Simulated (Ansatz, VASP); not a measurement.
**Two plane-wave programs on FeO**

```
CELL_PARAMETERS angstrom
-4.11323 0.26670 4.12140
-0.01766 2.08115 2.17639
-2.09888 2.00774 0.09108
ATOMIC_POSITIONS crystal
Fe 0.26820 0.82412 0.90267
Fe 0.77240 0.84266 0.89201
O 0.51763 0.39844 0.34892
O 0.03409 0.32543 0.40507
```

Alike in both runs: task single point; functional PBE; k mesh 3 × 3 × 3; occupations fermi-dirac, width 0.15 eV; collinear spin; Hubbard terms Fe d U = 4.0 eV.

|  | VASP | Ansatz |
| --- | --- | --- |
| version | VASP 6.6.1 | Ansatz 0.2.0 development build |
| potentials or method | VASP PAW PBE potentials, release 64 (Fe, O) | plane waves, PAW datasets (generated soft set 1) |
| plane-wave cutoff (eV) | 520 | 420 |
| valence electrons in the cell | 28 | 44 |

```tsv
	VASP	Ansatz	Ansatz less VASP
rms of the force components (eV/Å)	0.597	0.590	-0.0068
size of the moment on the site where the two differ most (μB)	3.61	3.18	-0.426
```

Site moments also hang on the region over which each program counts them. The programs project onto different local orbitals, so the same U acts differently. The two sets of potentials don't hold the same shells in valence.

Caveats: the k mesh is coarse (spacing up to 0.91 Å⁻¹), so the values aren't converged; forces of over 1 eV/Å show positions far from the minimum, so gaps and moduli don't describe the material at rest. A k mesh can miss the band edges. The state reached can hang on the start; a lower one may exist.
